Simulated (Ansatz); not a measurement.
A first try at a convergence test of the plane-wave cutoff of CdS, space group Pmmn, using the Python package of Ansatz (0.2.0).

`ecut.py`:
```python
# -*- coding: utf-8 -*-
"""Convergence of CdS with the plane-wave cutoff."""

import ansatz
from ase import Atoms

FILLING = "fixed"
SCF_TOL = 1e-09
MESH = (6, 4, 6)


def main():
    atoms = Atoms(
        ["Cd", "Cd", "S", "S"],
        scaled_positions=[
            (0.5, 0.5, 0.243026),
            (0.0, 0.0, 0.756974),
            (0.5, 0.0, 0.255163),
            (0.0, 0.5, 0.744837),
        ],
        cell=[
            (3.898436, 0.0, 0.0),
            (0.0, 5.511492, 0.0),
            (0.0, 0.0, 3.898104),
        ],
        pbc=True,
    )
    crystal = ansatz.Crystal.from_ase(atoms)

    job = (
        crystal.calculation()
        .functional(ansatz.Functional.LDA)
        .occupations(FILLING)  # whole-number filling, right only where there is a gap
        .scf(tolerance=SCF_TOL)
        .kpoints(*MESH)  # sampling of the Brillouin zone
        .band_table()
    )

    rows = []
    for value in [250, 325, 400, 475, 550]:
        data = job.basis(value).run(threads=1, backend="cpu").report
        rows.append((value, data["free_energy_ev"] / len(data["lattice"]["sites"]), data["n_iterations"], data["gap_by_band_count_ev"], data["n_pw"]))

    print(" cutoff (eV)   F/atom (eV)    iterations  gap by band count (eV)   plane waves")
    for row in rows:
        print(f"{str(row[0]):>12s}  {row[1]:12.5f}  {row[2]:12d}  {row[3]:22.3f}  {row[4]:12d}")

    # the last row is the reference
    for row in rows[:-1]:
        shift = 1000 * (row[1] - rows[-1][1])
        print(f"{row[0]}: {shift:+.2f} meV/atom" + ("  (within 5 meV)" if abs(shift) < 5 else ""))


if __name__ == "__main__":
    main()
```

```console
$ python ecut.py
DeckWarning: basis.ecutwfc = 250 eV is below the records' recommended 420 eV, and the density's cutoff is lower with it unless basis.ecutrho_ratio is high enough to keep the records' density cutoff: compare with a run at a higher cutoff
RunWarning: iter 1: σ=0 fill of 26 bands saw a band overlap (occupied 9.2062 eV > unoccupied 9.0684 eV) — on an unconverged iterate often a transient of an unconverged empty band; one that stands at the close is told there (band_overlap_at_count); if the run fails to converge, the spectrum is likely genuinely metallic at σ=0 — use a smearing of finite width or the tetrahedron method (which not every kind of run takes: see the entry of scf.occupations.method in the input reference), with at [...]
RunWarning: the bands overlap at the fill by count (26 filled at each k-point of a channel): the highest filled level, 9.043821 eV at k-index 44, stands 0.0071 eV over the lowest empty one, 9.036751 eV at k-index 39, so that a fill of the lowest levels lies lower and no gap is reported. A metal, or a carrier in a host's bands, wants a smearing of finite width or the tetrahedron method (`scf.occupations.method`). A defect's level that its images broaden is meant whole, and this fill is then the [...]
DeckWarning: basis.ecutwfc = 325 eV is below the records' recommended 420 eV, and the density's cutoff is lower with it unless basis.ecutrho_ratio is high enough to keep the records' density cutoff: compare with a run at a higher cutoff
DeckWarning: basis.ecutwfc = 400 eV is below the records' recommended 420 eV, and the density's cutoff is lower with it unless basis.ecutrho_ratio is high enough to keep the records' density cutoff: compare with a run at a higher cutoff
 cutoff (eV)   F/atom (eV)    iterations  gap by band count (eV)   plane waves
         250   -4493.37333             8                  -0.007           727
         325   -4494.18635             7                  -0.021          1093
         400   -4494.20243             7                  -0.025          1489
         475   -4494.20312             7                  -0.025          1923
         550   -4494.20341             7                  -0.025          2477
250: +830.09 meV/atom
325: +17.06 meV/atom
400: +0.98 meV/atom  (within 5 meV)
475: +0.30 meV/atom  (within 5 meV)
```
(Warnings from the package without file and line, shortened, repeats left out.)

The script ran to its end, but the result can't be trusted. Why?

The fault: fixed occupations, though the bands overlap at this level of theory. The change:

```diff
--- before
+++ after
@@ -6,3 +6,4 @@
 
-FILLING = "fixed"
+FILLING = "fermi_dirac"
+SIGMA = 0.1
 SCF_TOL = 1e-09
@@ -32,6 +33,5 @@
         .functional(ansatz.Functional.LDA)
-        .occupations(FILLING)  # whole-number filling, right only where there is a gap
+        .occupations(FILLING, width=SIGMA)  # smearing steadies the SCF of a metal
         .scf(tolerance=SCF_TOL)
         .kpoints(*MESH)  # sampling of the Brillouin zone
-        .band_table()
     )
@@ -41,7 +41,7 @@
         data = job.basis(value).run(threads=1, backend="cpu").report
-        rows.append((value, data["free_energy_ev"] / len(data["lattice"]["sites"]), data["n_iterations"], data["gap_by_band_count_ev"], data["n_pw"]))
+        rows.append((value, data["free_energy_ev"] / len(data["lattice"]["sites"]), data["n_iterations"], data["n_pw"]))
 
-    print(" cutoff (eV)   F/atom (eV)    iterations  gap by band count (eV)   plane waves")
+    print(" cutoff (eV)   F/atom (eV)    iterations   plane waves")
     for row in rows:
-        print(f"{str(row[0]):>12s}  {row[1]:12.5f}  {row[2]:12d}  {row[3]:22.3f}  {row[4]:12d}")
+        print(f"{str(row[0]):>12s}  {row[1]:12.5f}  {row[2]:12d}  {row[3]:12d}")
```

The mended script runs so:

Output of `python ecut.py`:
```text
DeckWarning: basis.ecutwfc = 250 eV is below the records' recommended 420 eV, and the density's cutoff is lower with it unless basis.ecutrho_ratio is high enough to keep the records' density cutoff: compare with a run at a higher cutoff
DeckWarning: basis.ecutwfc = 325 eV is below the records' recommended 420 eV, and the density's cutoff is lower with it unless basis.ecutrho_ratio is high enough to keep the records' density cutoff: compare with a run at a higher cutoff
DeckWarning: basis.ecutwfc = 400 eV is below the records' recommended 420 eV, and the density's cutoff is lower with it unless basis.ecutrho_ratio is high enough to keep the records' density cutoff: compare with a run at a higher cutoff
 cutoff (eV)   F/atom (eV)    iterations   plane waves
         250   -4493.37659             8           727
         325   -4494.18979             7          1093
         400   -4494.20591             8          1489
         475   -4494.20659             8          1923
         550   -4494.20688             8          2477
250: +830.30 meV/atom
325: +17.10 meV/atom
400: +0.98 meV/atom  (within 5 meV)
475: +0.30 meV/atom  (within 5 meV)
```
(Warnings from the package without file and line.)

Caveats:
- The gap on the mesh is very small: such values hang on mesh and functional, which can close or open them.
- This cell is a computed structure, which may not be the phase found in nature.
- Shifts are counted from the last row, which is itself no proven limit.
- Run time: 19 s on 1 thread of Arm Neoverse V2 (shared host), peak memory 0.47 GiB.
